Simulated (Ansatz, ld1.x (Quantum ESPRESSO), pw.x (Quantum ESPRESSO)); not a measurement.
# Cr (Z = 24): one change to the TM potential, in the atom and in the sc crystal

ld1.x (Quantum ESPRESSO) 7.5 input, shortened:

```
&input
   title='Cr', zed=24., rel=1, dft='PBE', iswitch=3,
   config='[Ar] 3d5 4s1 4p0 4f-2'
 /
 &inputp
   pseudotype=2, tm=.true., lloc=0,
   nlcc=.true., new_core_ps=.true.
 /
4
4P  2  1   0.00   0.00  3.10  3.10  0.0
3D  3  2   5.00   0.00  2.20  2.20  0.0
4F  4  3  -2.00  -0.15  3.20  3.20  0.0
4S  1  0   1.00   0.00  2.10  2.10  0.0
 &test
   configts(1)='3d5 4s1 4p0'
 /
```

Change: all radii but the core radius scaled by about 1.32 (s 2.76, p 4.08, d 2.90, f 4.22 bohr).

Cutoffs, loose and tight: the cutoffs (Ry, on a coarse ladder) from which the occupation-weighted sum of valence levels, in a spherical-Bessel basis at the reference potential, stays within 10 and 1 mRy of its value at 400 Ry. They do not see the model core or the augmentation charge, which bear on the density cutoff. Test errors are all-electron minus pseudo excitation energies from the reference, over the configurations 3d5 4s0 4p0; 3d4 4s0 4p0; 3d3 4s0 4p0; 3d5.5 4s0.5 4p0; 3d5 4s0.5 4p0; 3d4 4s1 4p0; 3d4 4s1 4p1; variants that change the core or the reference have their own tests.

Crystal test: sc Cr in pw.x 7.5, no spin, 14³ k-points, Fermi–Dirac smearing 0.01 Ry, cutoffs set for each file from its atomic test. The reference is all-electron LAPW (Ansatz 0.2.0) with the same functional, mesh and smearing; V0 and B0 come from Birch–Murnaghan fits to the pressures at five volumes. Errors are pseudo minus all-electron; Δ is the rms difference of the E(V) curves that follow from these fits, minima aligned, over ±6 % about the mean V0. Mesh and smearing are coarse, so the numbers serve the comparison and aren't converged zero-temperature values; the lattice is a test structure that the element need not adopt. Spin polarisation and strong correlation are left out, which matters for this element.

All-electron: a0 = 2.341 Å (V0 = 12.82 Å³/atom), B0 = 186.0 GPa.

Q: Does the change bring the crystal closer to the all-electron result?

A: The mean pressure error goes from +5.10 to +7.65 GPa, so the change moves the solid further from the all-electron pressures.

```tsv
quantity	base	changed
outcome (atom)	generated	generated
cutoff, loose (atom)	50 Ry	35 Ry
cutoff, tight (atom)	80 Ry	50 Ry
bound ghosts (atom)	none	none
largest test error (meV) (atom)	-894	-148
cutoffs in pw.x (Ry)	100/400	60/240
a0 (Å)	2.362	2.374
a0 error (%)	+0.93	+1.41
B0 error (%)	-4.7	-9.5
Δ (meV/atom)	14.2	21.3
mean pressure error (GPa)	+5.10	+7.65
```

Base: The largest radius (3.20 bohr) exceeds half the bond length (2.22 bohr), so the spheres overlap, which is one possible source of error among others. This is a poor potential for the solid. Changed file: The largest radius (4.22 bohr) exceeds half the bond length (2.22 bohr), so the spheres overlap, which is one possible source of error among others. This is a poor potential for the solid. The atomic cutoffs weigh occupied waves only.
